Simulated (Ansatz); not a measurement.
Geometry optimisation in Ansatz: input, command and trajectory.

```yaml
crystal:
  lattice:
    - [4.9950662288, 0.0, 0.0]
    - [-2.4975331144, 4.3258542477, 0.0]
    - [0.0, 0.0, 8.1568775019]
  atoms:
    - { symbol: Ba, position: [0.0, 0.0, 0.0] }
    - { symbol: Te, position: [0.6666666667, 0.3333333333, 0.25] }
    - { symbol: Ba, position: [0.3333333333, 0.6666666667, 0.5] }
    - { symbol: Te, position: [0.6666666667, 0.3333333333, 0.75] }
basis:
  ecutwfc: 420
kpoints:
  mp_grid: { grid: [6, 6, 6] }
hamiltonian:
  xc: pbe
scf:
  occupations: { method: gaussian, width: 0.02 }
output:
  forces: true
  stress: true
  eigenvalues: true
  populations: true
  write_density: true
  write_potential: true
  elf: true
  volumetric_format: npy
relax:
  adjacent_minimum: "off"
  f_tol: 0.01
  max_steps: 45
  cell: { stress_tol: 0.05 }
```

```bash
ansatz run input.yaml --threads 1 --pin off --max-ram 2560MiB --backend cpu --events-out ev --progress --plain --runs-dir out
```

Computed with Ansatz, DFT PBE, scalar-relativistic, plane waves, PAW.

Of 4 frames 4 are shown, positions in Å and forces in eV/Å; the SCF threshold varies from step to step. Steps run on the plane waves of an earlier cell, with a Pulay correction in the pressure. The basis is chosen afresh for the last frame, the zero of the energies, and can be on the way; energy and pressure step there, also at an unchanged geometry.

```xyz
4
Lattice="4.9951 0.0000 0.0000 -2.4975 4.3259 0.0000 0.0000 0.0000 8.1569" Properties=species:S:1:pos:R:3:forces:R:3 pbc="T T T" step=1 free_energy_over_end_meV_per_atom=26.43 pressure_GPa=0.12
Ba    0.0000    0.0000    0.0000    0.0000    0.0000    0.0000
Te    2.4975    1.4420    2.0392    0.0000    0.0000    0.0000
Ba    0.0000    2.8839    4.0784    0.0000    0.0000    0.0000
Te    2.4975    1.4420    6.1177    0.0000    0.0000    0.0000
4
Lattice="4.8620 0.0000 0.0000 -2.4310 4.2107 0.0000 0.0000 0.0000 8.5544" Properties=species:S:1:pos:R:3:forces:R:3 pbc="T T T" step=2 free_energy_over_end_meV_per_atom=0.28 pressure_GPa=0.04
Ba    0.0000    0.0000    0.0000    0.0000    0.0000    0.0000
Te    2.4310    1.4036    2.1386    0.0000    0.0000    0.0000
Ba    0.0000    2.8071    4.2772    0.0000    0.0000    0.0000
Te    2.4310    1.4036    6.4158    0.0000    0.0000    0.0000
4
Lattice="4.8488 0.0000 0.0000 -2.4244 4.1991 0.0000 0.0000 0.0000 8.6014" Properties=species:S:1:pos:R:3:forces:R:3 pbc="T T T" step=3 free_energy_over_end_meV_per_atom=-0.01 pressure_GPa=0.01
Ba    0.0000    0.0000    0.0000    0.0000    0.0000    0.0000
Te    2.4244    1.3997    2.1503    0.0000    0.0000    0.0000
Ba    0.0000    2.7994    4.3007    0.0000    0.0000    0.0000
Te    2.4244    1.3997    6.4510    0.0000    0.0000    0.0000
4
Lattice="4.8488 0.0000 0.0000 -2.4244 4.1991 0.0000 0.0000 0.0000 8.6014" Properties=species:S:1:pos:R:3:forces:R:3 pbc="T T T" step=4 free_energy_over_end_meV_per_atom=0.00 pressure_GPa=0.01
Ba    0.0000    0.0000    0.0000    0.0000    0.0000    0.0000
Te    2.4244    1.3997    2.1503    0.0000    0.0000    0.0000
Ba    0.0000    2.7994    4.3007    0.0000    0.0000    0.0000
Te    2.4244    1.3997    6.4510    0.0000    0.0000    0.0000
```

It took 34 s on 1 thread of Intel(R) Xeon(R) Platinum 8488C (Sapphire Rapids), on a shared host, peak memory 0.65 GiB.